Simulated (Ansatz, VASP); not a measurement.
# Cross-check of InSe between VASP and Ansatz, part 2 of 2

One calculation is typed for both programs; each brings its own data sets. How far apart do they land? The cell is taken from a series of runs on this material, whose earlier steps may have relaxed, scaled, displaced or heated it; both programs get it as it stands.

VASP 6.6.1 and Ansatz 0.2.0.

So far: The structure; Ansatz: single point, HSE06.

## (3) VASP: single point, HSE06

Level of this step: HSE06; plane waves and PAW (In_d, Se) (VASP).

The same cell, functional and mesh now go to VASP, with its own data sets.

Lines of VASP's logs that name or quote its potential files are left out, and so is its time.

The run reads the wave functions of an earlier VASP run, which isn't shown here.

File INCAR:

```
SYSTEM = InSe
PREC = Accurate
ENCUT = 400
EDIFF = 1E-06
NELM = 100
ISMEAR = 0
SIGMA = 0.01
LREAL = .FALSE.
ALGO = Normal
LHFCALC = .TRUE.
AEXX = 0.25
GGA = PE
HFSCREEN = 0.208
LASPH = .TRUE.
NBANDS = 25
PRECFOCK = Fast
LORBIT = 11
LWAVE = .FALSE.
LCHARG = .FALSE.
KPAR = 8
NCORE = 2
ISIF = 2
```

File POSCAR:

```
InSe
1.0
    2.0226939489      1.1678028959      8.6753663228
   -2.0226939489      1.1678028959      8.6753663228
    0.0000000000     -2.3356057918      8.6753663228
In Se
2 2
Direct
    0.0019069871      0.0019069871      0.0019069871
    0.1094202754      0.1094202754      0.1094202754
    0.6202888209      0.6202888209      0.6202888209
    0.8243839166      0.8243839166      0.8243839166
```

File KPOINTS:

```
Automatic mesh
0
Gamma
4 4 4
0 0 0
```

Potentials, in the order of the species: In_d and Se (PBE family, release 64).

On the command line:

```bash
> mpirun -np 16 vasp_std
```

Numbers of over 12 decimals in the logs are rounded to 6 here.

The program printed:

```text
[banner, memory and clock lines left out]
running   16 mpi-ranks, on    1 nodes
 distrk:  each k-point on    2 cores,    8 groups
 distr:  one band on    2 cores,    1 groups

 POSCAR found type information on POSCAR InSe
 POSCAR found :  2 types and       4 ions
 LDA part: xc-table for (Slater+PW92), standard interpolation
 found WAVECAR, reading the header
 POSCAR, INCAR and KPOINTS ok, starting setup
 FFT: planning ... GRIDC
 FFT: planning ... GRID_SOFT
 FFT: planning ... GRID
 reading WAVECAR
 the WAVECAR file was read successfully
 initial charge from wavefunction
 entering main loop
       N       E                     dE             d eps       ncg     rms          rms(c)
DAV:   1    -0.171423255047E+02   -0.17142E+02   -0.97901E-01   876   0.106E+01    0.465E+00
DAV:   2    -0.171572607494E+02   -0.14935E-01   -0.10503E-01   688   0.200E+00    0.421E+00
DAV:   3    -0.171549799126E+02    0.22808E-02   -0.10985E-02   920   0.864E-01    0.348E+00
DAV:   4    -0.171545195413E+02    0.46037E-03   -0.17577E-03   737   0.319E-01    0.217E+00
DAV:   5    -0.171543838307E+02    0.13571E-03   -0.23366E-04   862   0.144E-01    0.130E+00
DAV:   6    -0.171543134107E+02    0.70420E-04   -0.54547E-05   950   0.718E-02    0.787E-01
DAV:   7    -0.171542939113E+02    0.19499E-04   -0.26008E-05   844   0.310E-02    0.476E-01
DAV:   8    -0.171542892304E+02    0.46809E-05   -0.49181E-06   645   0.129E-02    0.287E-01
DAV:   9    -0.171542882602E+02    0.97018E-06   -0.14882E-06   467   0.894E-03
   1 F= -.17154288E+02 E0= -.17154288E+02  d E =-.227500E-26
```

Parts of OUTCAR (step 3):

```text
ion  position               nearest neighbor table
   1  0.002  0.002  0.002-   3 2.65   3 2.65   3 2.65   2 2.80
   2  0.109  0.109  0.109-   4 2.65   4 2.65   4 2.65   1 2.80
   3  0.620  0.620  0.620-   1 2.65   1 2.65   1 2.65
   4  0.824  0.824  0.824-   2 2.65   2 2.65   2 2.65

  LATTYP: Found a trigonal (rhomboedric) cell.
 ALAT       =     8.9842659828
 COS(alpha) =     0.8986263359

 Subroutine GETGRP returns: Found  6 space group operations
 (whereof  6 operations were pure point group operations)

The static configuration has the point symmetry C_3v.

 Found     13 irreducible k-points:

   k-points           NKPTS =     13   k-points in BZ     NKDIM =     64   number of bands    NBANDS=     25

   dimension x,y,z NGX =    60 NGY =   60 NGZ =   60
   dimension x,y,z NGXF=   120 NGYF=  120 NGZF=  120

   ENCUT  =  400.0 eV  29.40 Ry    5.42 a.u.  14.65 14.65 14.65*2*pi/ulx,y,z

   NELECT =      38.0000    total number of electrons

 k-points in reciprocal lattice and weights: Automatic mesh
   0.00000000  0.00000000  0.00000000       0.016
   0.25000000 -0.00000000  0.00000000       0.094
   0.50000000 -0.00000000  0.00000000       0.047
   0.25000000  0.25000000  0.00000000       0.094
   0.50000000  0.25000000 -0.00000000       0.188
  -0.25000000  0.25000000  0.00000000       0.094
   0.50000000  0.50000000  0.00000000       0.047
   0.25000000  0.25000000  0.25000000       0.031
   0.50000000  0.25000000  0.25000000       0.094
  -0.25000000  0.25000000  0.25000000       0.094
   0.50000000  0.50000000  0.25000000       0.094
  -0.25000000  0.50000000  0.25000000       0.094
   0.50000000  0.50000000  0.50000000       0.016

  exchange ACFDT corr.  =         0.00000000  see jH, gK, PRB 81, 115126

 average (electrostatic) potential at core
       1 -91.5006       2 -91.5002       3 -50.7999       4 -50.8001

 E-fermi :   3.1902

 k-point     1 :       0.0000    0.0000    0.0000
  band No.  band energies     occupation
    ...
     15       1.7795      2.00000
     16       1.7795      2.00000
     17       1.7982      2.00000
     18       1.7982      2.00000
     19       1.8339      2.00000
     20       5.3608      0.00000
     21       5.9680      0.00000
     22       8.3133      0.00000
     23       8.3133      0.00000
     24       9.5435      0.00000
    ...

 k-point     2 :       0.2500   -0.0000    0.0000
  band No.  band energies     occupation
    ...
     15      -0.4178      2.00000
     16       0.9133      2.00000
     17       1.1694      2.00000
     18       1.2289      2.00000
     19       2.2033      2.00000
     20       5.9005      0.00000
     21       6.1233      0.00000
     22       8.0954      0.00000
     23       8.2189      0.00000
     24       8.7007      0.00000
    ...

 k-point     3 :       0.5000   -0.0000    0.0000
  band No.  band energies     occupation
    ...
     15      -0.4336      2.00000
     16       0.7057      2.00000
     17       0.7196      2.00000
     18       0.7504      2.00000
     19       1.4422      2.00000
     20       5.1105      0.00000
     21       5.8270      0.00000
     22       7.6325      0.00000
     23       7.9018      0.00000
     24       8.7202      0.00000
    ...

  Total        0.0222893      0.0222893     -0.0223784      0.0000000      0.0000000      0.0000000
  in kB        0.2904474      0.2904474     -0.2916085      0.0000000      0.0000000      0.0000000
  external PRESSURE =       0.0964287 kB  Pullay stress =       0.0000000 kB

  energy-cutoff  :      400.00
  volume of cell :      122.95
      direct lattice vectors                 reciprocal lattice vectors
     2.022693949  1.167802896  8.675366323     0.247195084  0.142718148  0.038422969
    -2.022693949  1.167802896  8.675366323    -0.247195084  0.142718148  0.038422969
     0.000000000 -2.335605792  8.675366323     0.000000000 -0.285436296  0.038422969

 POSITION                                       TOTAL-FORCE (eV/Angst)
 -----------------------------------------------------------------------------------
      0.00000      0.00000      0.04963         0.000000     -0.000000     -0.060969
      0.00000      0.00000      2.84778         0.000000     -0.000000      0.062010
      0.00000      0.00000     16.14370         0.000000      0.000000      0.083087
      0.00000      0.00000     21.45550         0.000000      0.000000     -0.084128
 -----------------------------------------------------------------------------------
    total drift:                               -0.000018     -0.000067     -0.000685

  FREE ENERGIE OF THE ION-ELECTRON SYSTEM (eV)
  ---------------------------------------------------
  free  energy   TOTEN  =       -17.1542882602 eV

  energy  without entropy=      -17.1542882602  energy(sigma->0) =      -17.15428826

 total charge
# of ion       s       p       d       tot
------------------------------------------
    1        0.869   0.673   9.897  11.440
    2        0.869   0.674   9.897  11.440
    3        1.479   2.392   0.022   3.892
    4        1.479   2.392   0.022   3.892
--------------------------------------------------
tot          4.696   6.130  19.838  30.664

[... 3 further parts left out ...]
```

The run ends at a pressure of 0.01 GPa, with forces up to 0.084 eV/Å.

## (4) Comparison

Known differences besides the potentials themselves: exact exchange at q = 0 is treated differently, which shows on coarse meshes; VASP keeps PBE cores, Ansatz makes them for the functional; fixed occupations in Ansatz, narrow Gaussian smearing in VASP; the data sets hold 58 valence electrons in Ansatz (on its default PAW (the set named soft_2) files) and 38 in VASP; the cutoff is 420 eV in Ansatz and 400 eV in VASP; VASP takes a coarser grid for exact exchange (PRECFOCK = Fast). Total energies have different zeros and are not compared.

Compared:

| quantity | Ansatz | VASP | difference |
| --- | --- | --- | --- |
| gap on the k mesh (eV) | 1.230 | 1.222 | +0.008 |

A gap on the mesh is an upper bound, since the band edges may lie between its points.

## (5) Outcome

| Quantity | Value |
| --- | --- |
| difference in gap on the k mesh (single point, HSE06) | 0.0080 eV |

What this shows: The difference in gap on the k mesh is 0.0080 eV (single point, HSE06), within the 0.08 eV picked in this series as the mark of a large difference. The data sets hold unlike numbers of valence electrons (58 in Ansatz and 38 in VASP), so part of the differences comes from the potentials. How closely two codes agree says nothing of how well the functional describes the real material.

[Lines on the potential files, build, host, timing and source positions are cut from VASP's logs without a mark.]

[Logs are printed without paths, hosts, clocks, repeated set-up lines and the standing remarks that a program may print on its own settings, such as how far it seeks lower states.]

[Hosts, paths, dates, database ids (printed as entryN), source tags and the programs' standing remarks are cut or masked in the printed files.]
